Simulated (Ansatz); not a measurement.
# HfN (P1) in Ansatz: convergence with xc grid

Aim: find how far xc grid must go before the results for HfN settle, at PBE. This setting moves, with any that are tied to it; all else stays.

Everything below comes from runs of Ansatz 0.2.0. Logs are shortened: lines on timing, memory, paths and dates and some standing lists are left out, and cuts for length are marked.

### Step 1. The cell of the first run

The typed cell holds 2 atoms: a = 3.472 Å, b = 3.472 Å, c = 3.472 Å, α = 60.00°, β = 60.00°, γ = 60.00°.

The cell comes from a database or a generator and needn't be the stable form of this composition.

The cell isn't the ideal one: atoms moved at random, drawn with an rms of 0.05 Å.

### Step 2. With xc grid 1

The input, input.yaml:

```yaml
crystal:
  lattice:
    - [0.0, 2.454822, 2.454822]
    - [2.454822, 0.0, 2.454822]
    - [2.454822, 2.454822, 0.0]
  atoms:
    - { symbol: Hf, position: [-0.001531, -0.002943, -0.0034] }
    - { symbol: "N", position: [0.263783, 0.242806, 0.239363] }
hamiltonian:
  xc: pbe
  pseudopotentials: { kind: paw, source: jth }
kpoints:
  mp_grid: { grid: [7, 7, 7] }
scf:
  occupations: { method: gaussian, width: 0.1 }
output:
  forces: true
  stress: true
  eigenvalues: true
basis:
  xc_grid: 1
```

Potentials or basis: JTH PAW.

Launch:

```console
> ansatz run input.yaml --threads 2 --pin off --max-ram 5632MiB --backend cpu --events-out ev --progress --plain --runs-dir out
```

Wall time 10 s (2 threads of Arm Neoverse V2, shared host); peak memory 0.67 GiB.

What came out:

```
Free energy            : -9859.2890 eV
Pressure               : 0.4 GPa
Largest force          : 0.569 eV/Å
Band gap on the k mesh : none (metal or under the smearing width)
```

### Step 3. With xc grid 2

Edit input.yaml of step 2 so:

```diff
@@ -20,2 +20,2 @@
 basis:
-  xc_grid: 1
+  xc_grid: 2
```

Potentials or basis: JTH PAW.

Launch:

```console
> ansatz run input.yaml --threads 2 --pin off --max-ram 5632MiB --backend cpu --events-out ev --progress --plain --runs-dir out
```

Wall time 10 s (2 threads of Arm Neoverse V2, shared host); peak memory 0.69 GiB.

Results:

* Free energy: -9859.2889 eV
* Pressure: 0.4 GPa
* Largest force: 0.570 eV/Å
* Band gap on the k mesh: none (metal or under the smearing width)

### Step 4. With xc grid 3

Edit input.yaml of step 3 so:

```diff
@@ -20,2 +20,2 @@
 basis:
-  xc_grid: 2
+  xc_grid: 3
```

Launch:

```console
> ansatz run input.yaml --threads 2 --pin off --max-ram 5632MiB --backend cpu --events-out ev --progress --plain --runs-dir out
```

Wall time 10 s (2 threads of Arm Neoverse V2, shared host); peak memory 0.75 GiB.

The run converged. Its results:

```yaml
Free_energy: -9859.2890 eV
Pressure: 0.4 GPa
Largest_force: 0.570 eV/Å
Band_gap_on_the_k_mesh: none (metal or under the smearing width)
```

### Step 5. With xc grid 4

Edit input.yaml of step 4 so:

```diff
@@ -20,2 +20,2 @@
 basis:
-  xc_grid: 3
+  xc_grid: 4
```

Launch:

```console
> ansatz run input.yaml --threads 2 --pin off --max-ram 5632MiB --backend cpu --events-out ev --progress --plain --runs-dir out
```

Run time: 11 s. Hardware: 2 threads of Arm Neoverse V2, shared host; peak memory 0.87 GiB.

Results (log left out):

```yaml
Free_energy: -9859.2890 eV
Pressure: 0.4 GPa
Largest_force: 0.570 eV/Å
Band_gap_on_the_k_mesh: none (metal or under the smearing width)
```

### Step 6. With xc grid 5

Edit input.yaml of step 5 so:

```diff
@@ -20,2 +20,2 @@
 basis:
-  xc_grid: 4
+  xc_grid: 5
```

Potentials or basis: JTH PAW.

Launch:

```console
> ansatz run input.yaml --threads 2 --pin off --max-ram 5632MiB --backend cpu --events-out ev --progress --plain --runs-dir out
```

Output:

```text
Warning: the checks of this Hf dataset prove no rule for summing its radial tables, as where they were carried onto another mesh than they were made on, and Gregory's rule is taken, under which a leading mesh point left out moves its sums only by what lay on the interval it spanned. That does not make them correct, and they differ from Quantum ESPRESSO's on this file; a re-export a fraction of a mesh step off can move them. hamiltonian.pseudopotentials.radial_quadrature: simpson_from_first_knot sums it by `pw.x`'s rule; on a PAW file no value gives `pw.x`'s numbers. What more to know: hamiltonian.pseudopotentials.radial_quadrature, in the input reference
Warning: the checks of this N dataset prove no rule for summing its radial tables, as where they were carried onto another mesh than they were made on, and Gregory's rule is taken, under which a leading mesh point left out moves its sums only by what lay on the interval it spanned. That does not make them correct, and they differ from Quantum ESPRESSO's on this file; a re-export a fraction of a mesh step off can move them. hamiltonian.pseudopotentials.radial_quadrature: simpson_from_first_knot sums it by `pw.x`'s rule; on a PAW file no value gives `pw.x`'s numbers. What more to know: hamiltonian.pseudopotentials.radial_quadrature, in the input reference
Warning: RAYON_NUM_THREADS=2 ignored (pool sized by the plan → 2); use --threads N
Engine: ansatz 0.2.0, aarch64-unknown-linux-gnu
Pseudopotentials: kind: paw
Pseudopotential: Hf, paw, valence charge 12, recommended cutoff 1230 eV (normal), Hf.paw.azcp
Pseudopotential: N, paw, valence charge 5, recommended cutoff 1320 eV (normal), N.paw.azcp
Functional definition: PBE
  parameter kappa = 0.804
  parameter beta = 0.06672455060314922
  exchange = pbe_x(kappa = kappa, mu = beta*pi^2/3)
  correlation = pbe_c(beta = beta)
Crystal: 2 atoms, lattice volume = 29.586 Å³
Basis set: ecut = 1320 eV, 3215 PW (Γ), exchange–correlation on 225×225×225 points (125 copies of the dense FFT grid, shifted against one another)
Bands: 13, of which v1, the nominal top of the filled ones, is band 9 counted from 1 (8 counted from 0)
Symmetry: 1 space group operations
Space group: P1 (ITA 1), of the structure as read, at distance tolerance 3.1e-5 Å
k-points: 172 of 343 (time reversal used)
Non-local potential: Hf, projectors of the file, l = 0: 2, l = 1: 2, l = 2: 2
Non-local potential: N, projectors of the file, l = 0: 2, l = 1: 2
PAW form: soft (Blöchl's): semilocal exchange-correlation on the pseudo side does not see the compensation charge
PAW one-centre angular grid: Hf, 590 points (default); XC on 96 Gauss nodes
PAW one-centre angular grid: N, 110 points (default); XC on 64 Gauss nodes
Initial density: superposition of atomic densities (chi_scale 0.1, normalization cell, long waves kept (reshape's long-wave potential 0.00 eV rms))
Initial wavefunctions: pseudopotential atomic-orbital guess
Functional: x = pbe(κ = 0.804, μ = 0.2195149727645171), c = pbe(β = 0.06672455060314922)
SCF iter   1: F=—  HF=-9859.615467 eV  |F-HF|=—  |Δ(HF+E_count)|=         —  Δρ=6.55e-2  dr2=1.66e0  ethr=3.10e-3  ⟨swp⟩=7.1  Hψ=16313  notcnv=0
preconditioner: auto → none  [metal: Δε(μ)=0.088 eV  Ē_g=11.110 eV  σ=0.100 eV  W_gap=0.47  n_scr=8 (ndim 8)  ℏωp=20.5 eV  f_vac=0.000  D(μ)=0.82/eV (n_scr^D=8)  sad-step TF]
SCF iter   2: F=—  HF=-9859.300090 eV  |F-HF|=—  |Δ(HF+E_count)|=   3.15e-1  Δρ=2.78e-2  dr2=1.78e-1  ethr=3.10e-3  ⟨swp⟩=2.6  Hψ=4870  notcnv=0  defer=59
SCF iter   3: F=—  HF=-9859.289458 eV  |F-HF|=—  |Δ(HF+E_count)|=   1.06e-2  Δρ=1.04e-2  dr2=3.35e-2  ethr=1.05e-3  ⟨swp⟩=2.0  Hψ=3137  notcnv=0  defer=59
SCF iter   4: F=—  HF=-9859.288919 eV  |F-HF|=—  |Δ(HF+E_count)|=   5.38e-4  Δρ=1.41e-3  dr2=4.56e-4  ethr=1.97e-4  ⟨swp⟩=2.0  Hψ=3124  notcnv=0  defer=59
SCF iter   5: F=—  HF=-9859.288957 eV  |F-HF|=—  |Δ(HF+E_count)|=   3.82e-5  Δρ=2.56e-4  dr2=8.77e-6  ethr=2.68e-6  ⟨swp⟩=2.0  Hψ=3610  notcnv=0  defer=59
SCF iter   6: F=—  HF=-9859.289020 eV  |F-HF|=—  |Δ(HF+E_count)|=   6.29e-5  Δρ=2.48e-5  dr2=1.32e-7  ethr=5.16e-8  ⟨swp⟩=2.0  Hψ=2924  notcnv=0  defer=59
SCF iter   7: F=-9859.289020 eV  HF=-9859.289020 eV  |F-HF|=3.27e-10  |Δ(HF+E_count)|=   2.18e-8  Δρ=3.83e-6  dr2=2.33e-9  ethr=5.88e-10  ⟨swp⟩=9.5  Hψ=14003  notcnv=0
SCF 1 converged in 7 iterations: F = -9859.289020 eV  dr2 = 2.33e-9
SCF converged after 7 iterations
Free energy (F): -9859.289020 eV
Harris-Foulkes:  -9859.289020 eV  (|F-HF|=3.27e-10)
Internal energy: -9859.286116 eV  (E = F + TS)
E sigma→0 (E₀):  -9859.287568 eV
Entropy (-TS):   -0.002904 eV (-1.452 meV/atom)
Fermi energy:    14.239382 eV
--- Per-component energies (eV) ---
  E_band       = -132.489723
  E_kinetic    = 305.517226
  E_local      = -87.711644  (includes V_loc(G=0)·N_el)
  E_nonlocal   = -514.105800
  E_hartree    = 252.635972
  E_xc         = -319.539388
  E_vxc        = -193.918161  (∫ρ·V_xc dr)
  E_paw        = -8218.807497  (= ΣΔE_a)
  E_vpaw       = -147.543638  (= ΣTr[D̂ρ^β])
  E_aug_tail   = 0.000053  (compensation charges beyond the density's cutoff)
  E_ewald      = -1277.275038
  E_smearing   = -0.002904  (= −TS)
  E_closure    = 0.000000  (closes the sum)
  Σ components = -9859.289020   (vs F -9859.289020, Δ=0.00e0)
--- Forces (eV/Å), atoms counted from 1 ---
  atom   1  Hf    -0.35809446     0.27502906     0.34715179
  atom   2  N      0.35808348    -0.27502293    -0.34714198
  max |Σ_I F_I| component: 1.10e-5 eV/Å
--- Stress (GPa, compression-positive) ---
        0.407673      -1.759400      -1.365244
       -1.759400       0.479792       1.817564
       -1.365244       1.817564       0.415561
  P = ⅓ Tr σ = 0.4343 GPa (4.343 kbar)
--- Band table (eV; the first three rows and the last of 172) ---
  k-point 0: bands = ["-48.3252", "-16.8805", "-16.8745", "-16.8743", "-1.9433", "8.6950", "8.7896", "8.8070", "13.4881", "16.4722", "16.4732", "20.6380", "20.7090"]
  k-point 1: bands = ["-48.3214", "-16.9662", "-16.8917", "-16.8860", "-1.7236", "8.4200", "8.8532", "8.9076", "14.4923", "16.2102", "16.2218", "20.1985", "21.1156"]
  k-point 2: bands = ["-48.3128", "-17.1639", "-16.9186", "-16.9117", "-1.2666", "8.1608", "9.1252", "9.1446", "15.9169", "16.1629", "16.2123", "19.5247", "21.0400"]
  k-point 171: bands = ["-48.3030", "-17.3347", "-16.9992", "-16.9497", "-0.7186", "8.6373", "9.2723", "9.6317", "14.7313", "16.5350", "16.6760", "19.4606", "19.7912"]
```

It took 12 s on 2 threads of Arm Neoverse V2, shared host; peak memory 1.1 GiB.

What came out:

- Free energy: -9859.2890 eV
- Pressure: 0.4 GPa
- Largest force: 0.570 eV/Å
- Band gap on the k mesh: none (metal or under the smearing width)

### Step 7. The series at a glance

| xc grid | energy less the tightest run, at zero smearing (meV/atom) | SCF cycles | CPU time (s) | peak memory (GiB) |
| --- | --- | --- | --- | --- |
| 1 | 0.02 | 7 | 20 | 0.67 |
| 2 | 0.05 | 7 | 20 | 0.69 |
| 3 | 0.00 | 7 | 21 | 0.75 |
| 4 | 0.00 | 7 | 22 | 0.87 |
| 5 | 0.00 | 7 | 24 | 1.1 |

Against the tightest run, the energy stays within 1 meV/atom from 1 on. The tightest run that finished is the yardstick and may itself not be fully converged.
